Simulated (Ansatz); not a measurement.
# Al3N: the cost of one run

Method: DFT PBE, scalar-relativistic, plane waves, PAW, in Ansatz 0.2.0.

5 further runs of the same task are left out: 1 that didn't finish, 4 set aside as unsound or not needed.

**1. The structure to begin with**

The structure is cubic, space group Fm-3m (No. 225). Conventional cell: a = 4.040 Å, b = 4.040 Å, c = 4.040 Å, α = 90.00°, β = 90.00°, γ = 90.00°. Al (site symmetry m-3m) has 12 Al at 2.86 Å as nearest neighbours.

Structure file:

```cif
data_structure
_symmetry_space_group_name_H-M 'P 1'
_symmetry_Int_Tables_number 1
_cell_length_a 2.8568
_cell_length_b 2.8568
_cell_length_c 2.8568
_cell_angle_alpha 60.000
_cell_angle_beta 60.000
_cell_angle_gamma 60.000
_cell_volume 16.49
loop_
_atom_site_label
_atom_site_type_symbol
_atom_site_fract_x
_atom_site_fract_y
_atom_site_fract_z
_atom_site_occupancy
Al1 Al 0.00000 0.00000 0.00000 1
```

This cell was relaxed beforehand with the same method: volume 16.49 Å³/atom, gap on the mesh none (metal).

**3. The grid**

Atoms count from 1 in the order of the input.

N is moved over the surface cell; relaxed at each place: the height of the adsorbate's atoms; substrate rigid; the origin of the map has the adsorbate above Al3.

The axes are (1) position of N4 along the first surface vector, from above Al3: 6 values from 0.000 to 0.833, periodic; (2) position of N4 along the second surface vector, from above Al3: 6 values from 0.000 to 0.833, periodic.

Relaxed at each point: the height of the adsorbate's atoms; substrate rigid. Points are written as (first, second).

The two vectors of the plane (Å): (2.857, 0.000, 0.000); (-1.428, 2.474, 0.000).

(The set-up runs are not shown.)

**4. Point (0/6, 0/6) of the map's two axes**

input.yaml reads:

```yaml
crystal:
  lattice:
    - [2.8567582918, 0.0, 0.0]
    - [-1.4283791459, 2.4740252532, 0.0]
    - [0.0, 0.0, 20.1013782055]
  atoms:
    - { symbol: Al, position: [0.6666666667, 0.3333333333, 0.1989913308] }
    - { symbol: Al, position: [0.3333333333, 0.6666666667, 0.3134471548] }
    - { symbol: Al, position: [0.0, 0.0, 0.427899924] }
    - { symbol: "N", position: [0.0, 0.0, 0.5234157627] }
basis:
  ecutwfc: 420
kpoints:
  mp_grid: { grid: [9, 9, 1] }
hamiltonian:
  xc: pbe
  pseudopotentials: { kind: paw, azcp: { folder: soft_1 } }
scf:
  occupations: { method: gaussian, width: 0.1 }
output:
  forces: true
  eigenvalues: true
relax:
  adjacent_minimum: "off"
  f_tol: 0.025
  max_steps: 16
  constraints: [{ sites: [0, 1, 2] }, { sites: [3], fix: xy }]
efield:
  axis: 3
  dipole_correction: true
  ramp_width: 0.04
```

Started as:

```
ansatz run input.yaml --threads 1 --pin off --max-ram 3072MiB --backend cpu --events-out ev --progress --plain --runs-dir out
```

Q: Estimate wall time and peak memory on 1 thread of Arm Neoverse V1, shared host.

About 13 s, with a peak of 0.31 GiB.
